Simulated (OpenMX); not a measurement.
## SnTe under changes of volume

One of the cells (48.033 Å³/atom); the others are scaled copies at fixed shape and fractional positions:

```
Te Sn
1.0
     0.00000    3.63506    3.63506
     3.63506    0.00000    3.63506
     3.63506    3.63506    0.00000
Te Sn
1 1
Cartesian
  1.8175 1.8175 1.8175
  0.0000 0.0000 0.0000
```

Measurements of this composition are mostly on another form, of space group No. 225.

```yaml
Program: OpenMX 3.8.5
Functional: PBE
Potentials_or_basis: OpenMX 2013 PBE set, Te7.0-s3p2d2f1, Sn7.0-s3p2d2, fixed grid of 56 × 56 × 56 points
k_mesh: 7 × 7 × 7
Occupations: fermi-dirac, width 0.05 eV
Spin: no spin polarisation
```

```csv
volume (Å³/atom),energy over the lowest point (meV/atom),gap on the mesh (eV)
44.265,28.79,0.21
45.207,15.73,0.26
46.149,7.01,0.31
48.033,0.00,0.41
48.974,1.14,0.45
49.916,?,?
```

Task: What does the run at 49.916 Å³/atom give?

Result: Energy over the lowest point 5.33 meV/atom; gap on the mesh 0.50 eV.

Worked out: A Birch-Murnaghan fit of order 3 (a polynomial in V^(-2/3)) to the other rows has its minimum at 48.13 Å³/atom with B0 = V·E''(V) = 25 GPa and B' = 5.1. It gives 4.82 meV/atom at 49.916 Å³/atom, against the run's 5.33. A straight line through the other rows of the gap, of slope 2.4 eV per unit of ln V, extrapolates to 0.50 eV, against the run's 0.50.

Energies are extrapolated to zero smearing.

Caveats: the basis has few d functions beyond the semicore shells, which can make volumes several per cent too large; spin-orbit coupling is left out, which moves the levels of the heavy elements; an odd mesh through Γ misses points on the zone boundary, where band edges often lie; the basis of atomic orbitals isn't converged, which shifts pressures, moduli and gaps.
